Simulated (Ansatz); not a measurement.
# SiC: the cost of one run

Program: Ansatz 0.2.0. Level of theory: DFT, plane waves, PAW, no spin polarisation. These are calculated values, not measurements.

### Step 1. The starting structure

The cell holds 24 atoms (C12Si12): a = 5.240 Å, b = 5.240 Å, c = 7.860 Å, α = 90.00°, β = 90.00°, γ = 90.00°.

Coordinates:

```xyz
24
Lattice="5.2402 0.0000 0.0000 0.0000 5.2402 0.0000 0.0000 0.0000 7.8604" Properties=species:S:1:pos:R:3 pbc="T T T"
Si    0.0000    0.0000    0.0000
C     1.3101    1.3101    1.3101
Si    0.0000    0.0000    2.6201
C     1.3101    1.3101    3.9302
Si    0.0000    0.0000    5.2402
C     1.3101    1.3101    6.5503
Si    0.0000    2.6201    0.0000
C     1.3101    3.9302    1.3101
Si    0.0000    2.6201    2.6201
C     1.3101    3.9302    3.9302
Si    0.0000    2.6201    5.2402
C     1.3101    3.9302    6.5503
Si    2.6201    0.0000    0.0000
C     3.9302    1.3101    1.3101
Si    2.6201    0.0000    2.6201
C     3.9302    1.3101    3.9302
Si    2.6201    0.0000    5.2402
C     3.9302    1.3101    6.5503
Si    2.6201    2.6201    0.0000
C     3.9302    3.9302    1.3101
Si    2.6201    2.6201    2.6201
C     3.9302    3.9302    3.9302
Si    2.6201    2.6201    5.2402
C     3.9302    3.9302    6.5503
```

### Step 2. Run 1: r2SCAN

File input.yaml:

```yaml
crystal:
  lattice:
    - [5.240245732, 0.0, 0.0]
    - [0.0, 5.240245732, 0.0]
    - [0.0, 0.0, 7.860368598]
  atoms:
    - { symbol: Si, position: [0.0, 0.0, 0.0] }
    - { symbol: C, position: [0.25, 0.25, 0.1666666667] }
    - { symbol: Si, position: [0.0, 0.0, 0.3333333333] }
    - { symbol: C, position: [0.25, 0.25, 0.5] }
    - { symbol: Si, position: [0.0, 0.0, 0.6666666667] }
    - { symbol: C, position: [0.25, 0.25, 0.8333333333] }
    - { symbol: Si, position: [0.0, 0.5, 0.0] }
    - { symbol: C, position: [0.25, 0.75, 0.1666666667] }
    - { symbol: Si, position: [0.0, 0.5, 0.3333333333] }
    - { symbol: C, position: [0.25, 0.75, 0.5] }
    - { symbol: Si, position: [0.0, 0.5, 0.6666666667] }
    - { symbol: C, position: [0.25, 0.75, 0.8333333333] }
    - { symbol: Si, position: [0.5, 0.0, 0.0] }
    - { symbol: C, position: [0.75, 0.25, 0.1666666667] }
    - { symbol: Si, position: [0.5, 0.0, 0.3333333333] }
    - { symbol: C, position: [0.75, 0.25, 0.5] }
    - { symbol: Si, position: [0.5, 0.0, 0.6666666667] }
    - { symbol: C, position: [0.75, 0.25, 0.8333333333] }
    - { symbol: Si, position: [0.5, 0.5, 0.0] }
    - { symbol: C, position: [0.75, 0.75, 0.1666666667] }
    - { symbol: Si, position: [0.5, 0.5, 0.3333333333] }
    - { symbol: C, position: [0.75, 0.75, 0.5] }
    - { symbol: Si, position: [0.5, 0.5, 0.6666666667] }
    - { symbol: C, position: [0.75, 0.75, 0.8333333333] }
kpoints:
  mp_grid: { grid: [4, 4, 2] }
hamiltonian:
  xc: r2scan
scf:
  occupations: { method: fermi_dirac, width: 0.026 }
md:
  ensemble: npt_langevin
  temperature: 300
  timestep: 1.5
  n_steps: 40
  initial_velocities: maxwell_boltzmann
  seed: 3343
```

Launch:

```console
$ ansatz run input.yaml --threads 4 --pin off --max-ram 3686MiB --backend cpu --events-out ev --progress --plain --runs-dir out
```

Q: Estimate wall time and peak memory on 4 threads of AMD EPYC 9R14 (Zen 4), shared host.

About 5.1 min, with a peak of 1.6 GiB.
